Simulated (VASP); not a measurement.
# AlN (Fm-3m) in VASP: notebook

The runs below take AlN through G0W0 quasiparticle levels, single point, with PBE.

Everything below comes from runs of VASP 6.6.1. Logs are shortened: lines on timing, memory, paths and dates and some standing lists are left out, and cuts for length are marked.

**1. Starting point**

The structure is cubic, space group Fm-3m (No. 225). The conventional cell has a = 4.069 Å, b = 4.069 Å, c = 4.069 Å, α = 90.00°, β = 90.00°, γ = 90.00°. Al (site symmetry m-3m) is surrounded by 6 N at 2.03 Å. N (site symmetry m-3m) has 6 Al at 2.03 Å as nearest neighbours.

Measurements of this composition are mostly on another form, of space group No. 186.

**2. G0W0 quasiparticle levels, PBE**

File POSCAR:

```
AlN
1.0
    0.0000000000      2.0345180000      2.0345180000
    2.0345180000      0.0000000000      2.0345180000
    2.0345180000      2.0345180000      0.0000000000
Al N
1 1
Direct
    0.5000000000      0.5000000000      0.5000000000
    0.0000000000      0.0000000000      0.0000000000
```

File INCAR.step1:

```
SYSTEM = AlN
ALGO = Normal
EDIFF = 1E-8
ENCUT = 450
GGA = PE
ISMEAR = 0
LASPH = .TRUE.
LCHARG = .FALSE.
LREAL = .FALSE.
LWAVE = .TRUE.
NELM = 100
PREC = Accurate
SIGMA = 0.01
```

File INCAR.step2:

```
SYSTEM = AlN
ALGO = Exact
EDIFF = 1E-8
ENCUT = 450
GGA = PE
ISMEAR = 0
ISTART = 1
LASPH = .TRUE.
LCHARG = .FALSE.
LOPTICS = .TRUE.
LREAL = .FALSE.
LWAVE = .TRUE.
NBANDS = 105
NELM = 1
PREC = Accurate
SIGMA = 0.01
```

File INCAR.step3:

```
SYSTEM = AlN
ALGO = EVGW0
EDIFF = 1E-8
ENCUT = 450
ENCUTGW = 200
GGA = PE
ISMEAR = 0
ISTART = 1
LASPH = .TRUE.
LCHARG = .FALSE.
LREAL = .FALSE.
LWAVE = .FALSE.
NBANDS = 105
NBANDSGW = 12
NELMGW = 1
NOMEGA = 48
PREC = Accurate
PRECFOCK = Fast
SIGMA = 0.01
```

File KPOINTS:

```
k-points
0
G
  3 3 3
  0 0 0
```

Potentials or basis: VASP PAW PBE potentials, release 64 (Al_GW, N_GW).

Launch:

```bash
> cat potpaw_PBE.64/Al_GW/POTCAR potpaw_PBE.64/N_GW/POTCAR > POTCAR
> cp INCAR.step1 INCAR
> mpirun -np 1 vasp_std > vasp.out
> cp INCAR.step2 INCAR
> mpirun -np 1 vasp_std > vasp.out
> cp INCAR.step3 INCAR
> mpirun -np 1 vasp_std > vasp.out
```

OUTCAR:

```text
SYSTEM = AlN
   EDIFF = 1E-8
   ENCUT = 450
   ENCUTGW = 200
   GGA = PE
   ISMEAR = 0
   ISTART = 1
   LASPH = .TRUE.
   LREAL = .FALSE.
   NELMGW = 1
   PREC = Accurate
   PRECFOCK = Fast

 Found      4 irreducible k-points:

 Following reciprocal coordinates:
            Coordinates               Weight
  0.000000  0.000000  0.000000      1.000000
  0.333333  0.000000  0.000000      8.000000
  0.333333  0.333333  0.000000      6.000000
 -0.333333  0.333333  0.000000     12.000000
   k-points           NKPTS =      4   k-points in BZ     NKDIM =     27   number of bands    NBANDS=    105
   number of dos      NEDOS =    301   number of ions     NIONS =      2
   total plane-waves  NPLWV =   8000
   dimension x,y,z NGX =    20 NGY =   20 NGZ =   20
   dimension x,y,z NGXF=    40 NGYF=   40 NGZF=   40
   ions per type =               1   1
   NGX,Y,Z   is equivalent  to a cutoff of  11.56, 11.56, 11.56 a.u.
   NGXF,Y,Z  is equivalent  to a cutoff of  23.11, 23.11, 23.11 a.u.
 SYSTEM =  AlN
   PREC   = accura    normal or accurate (medium, high low for compatibility)
   ISTART =      1    job   : 0-new  1-cont  2-samecut
   ICHARG =      0    charge: 1-file 2-atom 10-const
   ISPIN  =      1    spin polarized calculation?
   LNONCOLLINEAR =      F non collinear calculations
   LSORBIT =      F    spin-orbit coupling
   LASPH  =      T    aspherical Exc in radial PAW
   ENCUT  =  450.0 eV  33.07 Ry    5.75 a.u.   4.98  4.98  4.98*2*pi/ulx,y,z
   NELM   =     60;   NELMIN=  2; NELMDL=  0     # of ELM steps
   EDIFF  = 0.1E-07   stopping-criterion for ELM
   LREAL  =      F    real-space projection
   EDIFFG = 0.1E-06   stopping-criterion for IOM
   NSW    =      0    number of steps for IOM
   IBRION =     -1    ionic relax: 0-MD 1-quasi-New 2-CG
   NFREE  =      0    steps in history (QN), initial steepest desc. (CG)
   ISIF   =      0    stress and relaxation
   ISYM   =      3    0-nonsym 1-usesym 2-fastsym
   POTIM  = 0.5000    time-step for ionic-motion
   TEBEG  =    0.0;   TEEND  =   0.0 temperature during run
   PSTRESS=    0.0 pullay stress
   NELECT =       8.0000    total number of electrons
   NUPDOWN=      -1.0000    fix difference up-down
   EMIN   =  10.00;   EMAX   =-10.00  energy-range for DOS
   EFERMI =   0.00;   METHOD = LEGACY
   ISMEAR =     0;   SIGMA  =   0.01  broadening in eV -4-tet -1-fermi 0-gaus
   EFERMI_NEDOS =   21; number of points for ismear=-14 and -15
   IALGO  =     38    algorithm
   IMIX   =      4    mixing-type and parameters
     AMIX     =   0.40;   BMIX     =  1.00
     AMIX_MAG =   1.60;   BMIX_MAG =  1.00
  volume/ion in A,a.u.               =       8.42        56.83
  Fermi-wavevector in a.u.,A,eV,Ry     =   1.277321  2.413786 22.198561  1.631548
  Thomas-Fermi vector in A             =   2.409927
   LORBIT       =      0    0 simple, 1 ext, 2 COOP (PROOUT), +10 PAW based schemes
   GGA     = PE    functional components
   LHFCALC =     T    Hartree Fock is set to
   PRECFOCK=fast      Normal, Fast or Accurate (Low or Medium for compatibility)
   ENCUT4O =  -1.0   cutoff for four orbital integrals eV
   NKREDX  =     1    reduce k-point grid by
   NKREDY  =     1    reduce k-point grid by
   NKREDZ  =     1    reduce k-point grid by
   AEXX    =    1.0000 exact exchange contribution
   HFSCREEN=    0.0000 screening length (either q_TF or 0.3 A-1)
   HFSCREENC=   0.0000 screening length for correlation (either q_TF or 0.3 A-1)
   ENCUTFOCK=  -1.0 apply spherical cutoff to Coloumb kernel
   IVDW    =     0    specifies the selected vdW correction
   LEPSILON=     F    determine dielectric tensor
   LRPA    =     F    only Hartree local field effects (RPA)
   LRPAFORCE           =     F    calculate RPA forces
   ENCUTGW             = 200.0    cutoff for response function in eV
   ENCUTGWSOFT         = 160.0    soft cutoff for Coulomb kernel in GW response function in eV
   ENCUTLF             =  -1.0    cutoff for local field effects
   NELMGW              =     1    number of iterations in solving QP/BSE equation
   NELMHF              =     1    number of iterations in the inner HF iteration
   NKREDLFX            =     1    NKREDLFY  =   1   NKREDLFZ  =   1
 non-spin polarized calculation
 Gauss-broadening in eV      SIGMA  =   0.01
  energy-cutoff  :      450.00
  volume of cell :       16.84
 maximum number of plane-waves:       375
  NGX = 12; NGY = 12; NGZ = 12
   NGX =  9   NGY =  9   NGZ =  9
 maximum number of plane-waves:       113

 QP shifts <psi_nk| G(iteration)W_0 |psi_nk>: iteration 1
 for sc-GW calculations column KS-energies equals QP-energies in previous step
 and V_xc(KS)=  KS-energies - (<T + V_ion + V_H > + <T+V_H+V_ion>^1  + <V_x>^1)

 k-point   1 :       0.0000    0.0000    0.0000
  band No.  KS-energies  QP-energies   sigma(KS)   V_xc(KS)     V^pw_x(r,r')   Z            occupation Imag(sigma)

      1      -8.8173     -10.3155     -16.7663     -14.5807     -24.7400       0.6855       2.0000       1.2478
      2       8.6417       7.8264     -18.3644     -17.3363     -21.4544       0.7929       2.0000       0.1058
      3       8.6417       7.8264     -18.3644     -17.3363     -21.4544       0.7929       2.0000       0.1058
      4       8.6417       7.8264     -18.3644     -17.3363     -21.4544       0.7929       2.0000       0.1058
      5      13.9874      14.8229     -13.5393     -14.5892      -8.4956       0.7958       0.0000      -0.0878
      6      20.5617      21.2126      -9.7990     -10.5978      -4.3058       0.8148       0.0000      -0.1208
      7      20.5617      21.2126      -9.7990     -10.5978      -4.3058       0.8148       0.0000      -0.1208
      8      20.5617      21.2126      -9.7990     -10.5978      -4.3058       0.8148       0.0000      -0.1208
      9      25.6576      25.7243      -9.3121      -9.4009      -2.4763       0.7504       0.0000      -0.4227
     10      26.0934      26.9941     -10.3414     -11.4784      -4.4140       0.7922       0.0000      -0.1954
     11      26.0934      26.9941     -10.3414     -11.4784      -4.4140       0.7922       0.0000      -0.1954
     12      26.9887      27.8405     -10.0698     -11.1255      -2.8392       0.8069       0.0000      -0.5617

 k-point   2 :       0.3333    0.0000    0.0000
  band No.  KS-energies  QP-energies   sigma(KS)   V_xc(KS)     V^pw_x(r,r')   Z            occupation Imag(sigma)

      1      -6.7795      -8.4821     -17.6281     -15.3479     -25.0140       0.7467       2.0000       1.1134
      2       2.4183       1.1920     -15.8104     -14.2132     -19.8467       0.7678       2.0000       0.1594
      3       7.8138       6.9149     -17.9372     -16.7998     -21.1358       0.7903       2.0000       0.1042
      4       7.8138       6.9149     -17.9372     -16.7998     -21.1358       0.7903       2.0000       0.1042
      5      14.9152      15.5630     -11.6440     -12.4413      -6.5533       0.8125       0.0000      -0.0973
      6      19.9451      20.7250      -9.9825     -10.9479      -4.4350       0.8079       0.0000      -0.1228
      7      19.9451      20.7250      -9.9825     -10.9479      -4.4350       0.8079       0.0000      -0.1228
      8      20.5265      21.6828     -14.0101     -15.5074      -7.9218       0.7722       0.0000      -0.1640
      9      24.7169      25.2844      -9.3380     -10.0992      -2.5506       0.7455       0.0000      -0.3187
     10      26.1280      26.8332     -10.2786     -11.1890      -3.7446       0.7747       0.0000      -0.3246
     11      26.1280      26.8332     -10.2786     -11.1890      -3.7446       0.7747       0.0000      -0.3246
     12      35.9566      37.0846     -10.9485     -12.4202      -3.1438       0.7665       0.0000      -1.0040

 k-point   3 :       0.3333    0.3333    0.0000
  band No.  KS-energies  QP-energies   sigma(KS)   V_xc(KS)     V^pw_x(r,r')   Z            occupation Imag(sigma)

      1      -6.1446      -7.9168     -17.8389     -15.6318     -25.1383       0.8030       2.0000       1.1313
      2       3.1981       2.0107     -16.3987     -14.8519     -20.3330       0.7677       2.0000       0.1423
      3       6.3898       5.3475     -17.1074     -15.7805     -20.4914       0.7855       2.0000       0.1051
      4       6.3898       5.3475     -17.1074     -15.7805     -20.4914       0.7855       2.0000       0.1051
      5      14.5362      15.2787     -10.6868     -11.5984      -5.7147       0.8144       0.0000      -0.0884
      6      14.7645      15.1870      -9.6257     -10.1370      -4.6570       0.8264       0.0000      -0.0974
      7      20.6610      21.7523     -13.6914     -15.1055      -7.5327       0.7717       0.0000      -0.1728
      8      24.3480      25.3589     -11.9909     -13.3184      -5.2756       0.7615       0.0000      -0.2713
      9      24.3480      25.3589     -11.9909     -13.3184      -5.2756       0.7615       0.0000      -0.2713
     10      29.3535      30.3245     -10.4439     -11.6555      -4.1244       0.8014       0.0000      -0.3485
     11      33.2533      34.0472      -9.1710     -10.1294      -1.8393       0.8284       0.0000      -0.8722
     12      33.2533      34.0472      -9.1710     -10.1294      -1.8393       0.8284       0.0000      -0.8722

 k-point   4 :      -0.3333    0.3333    0.0000
  band No.  KS-energies  QP-energies   sigma(KS)   V_xc(KS)     V^pw_x(r,r')   Z            occupation Imag(sigma)

      1      -4.8088      -6.4052     -18.6497     -16.6935     -26.0140       0.8161       2.0000       1.0599
      2       2.4746       1.2482     -15.3088     -13.7207     -19.1605       0.7722       2.0000       0.1468
      3       2.7783       1.5256     -15.3910     -13.7665     -19.2138       0.7711       2.0000       0.1386
      4       6.7059       5.7012     -17.3049     -16.0313     -20.6362       0.7888       2.0000       0.1022
      5      14.9498      15.5889     -10.1952     -10.9767      -5.1572       0.8177       0.0000      -0.0931
      6      18.9625      20.0194     -13.4107     -14.7418      -7.8571       0.7939       0.0000      -0.1187
      7      20.4572      21.4808     -13.4514     -14.7639      -7.5244       0.7799       0.0000      -0.1519
      8      21.9832      22.9630     -11.0154     -12.2465      -4.9831       0.7959       0.0000      -0.1915
      9      24.8370      25.5061     -10.5086     -11.3985      -3.7527       0.7519       0.0000      -0.2957
     10      28.3344      28.9865      -9.7434     -10.5322      -3.1688       0.8267       0.0000      -0.4851
     11      31.7419      32.4787      -9.7183     -10.6832      -2.2499       0.7636       0.0000      -0.7217
     12      35.0344      36.1238     -11.5332     -12.9358      -3.8165       0.7767       0.0000      -0.9618
```

Wall time 14 s (1 thread of Intel Xeon Platinum 8488C (Sapphire Rapids), shared host); peak memory 0.15 GiB.

The run converged, but some of its settings lie outside the range that counts as converged, so its numbers aren't taken as properties of the crystal.

What came out:

```yaml
Band_gap_on_the_k_mesh_mean-field_level: 5.35 eV, direct
Quasiparticle_gap: 7.00 eV
Least_direct_quasiparticle_gap: 7.00 eV
```

Caveat: the k mesh is coarse (spacing up to 0.89 Å⁻¹), so the values aren't converged; bands, screening cutoff and mesh are small and nothing is extrapolated, so the quasiparticle values aren't converged.

(Part 1 of 2 ends here.)
